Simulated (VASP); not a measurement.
## Hf: single point with PBEsol

Crystal: Hf.

```
Hf
1.0
     0.00000    2.22000    2.22000
     2.25330    0.00000    2.22000
     2.25330    2.22000    0.00000
Hf
1
Direct
  0.00000 0.00000 0.00000
```

The cell isn't the ideal one: strain +0.0150 x Voigt [1, 0, 0, 0, 0, 0], atoms carried along.

```json
{
  "Program": "VASP 6.6.1",
  "Task": "single point",
  "Functional": "PBEsol",
  "Potentials or basis": "VASP PAW PBE potentials, release 64 (Hf_pv)",
  "Cutoff": "520 eV",
  "k mesh": "18 × 18 × 18",
  "Occupations": "gaussian, width 0.15 eV",
  "Spin": "no spin polarisation"
}
```

```json
{
 "Pressure": "-3.4 GPa",
 "Band gap on the k mesh": "none (metal or under the smearing width)"
}
```

Stress tensor (GPa, compression positive):
```
-3.98  0.00  0.00
 0.00 -3.12  0.00
 0.00  0.00 -3.12
```

Levels at points of the mesh, in eV from the Fermi level:
```
           k point  band 2  band 3  band 4  band 5  band 6  band 7  band 8  band 9
(0.00, 0.00, 0.00)  -29.94  -29.94   -7.24    1.28    1.45    1.45    4.07    4.33
(0.50, 0.00, 0.00)  -30.06  -30.04   -3.67    0.63    1.07    1.26    6.30    6.40
(0.50, 0.50, 0.00)  -30.26  -30.24   -3.28   -2.17    2.66    6.34    6.89    7.09
(0.00, 0.50, 0.50)  -30.23  -30.23   -3.32   -2.13    2.42    6.37    6.99    6.99
```

It took 48 s on 1 thread of Intel(R) Xeon(R) Platinum 8488C (Sapphire Rapids), with other jobs on the host, peak memory 0.23 GiB.

Caveat: the PAW data sets were made with another functional, which shifts forces and pressure a little. Spin-orbit coupling is left out, which matters for the levels of Hf.
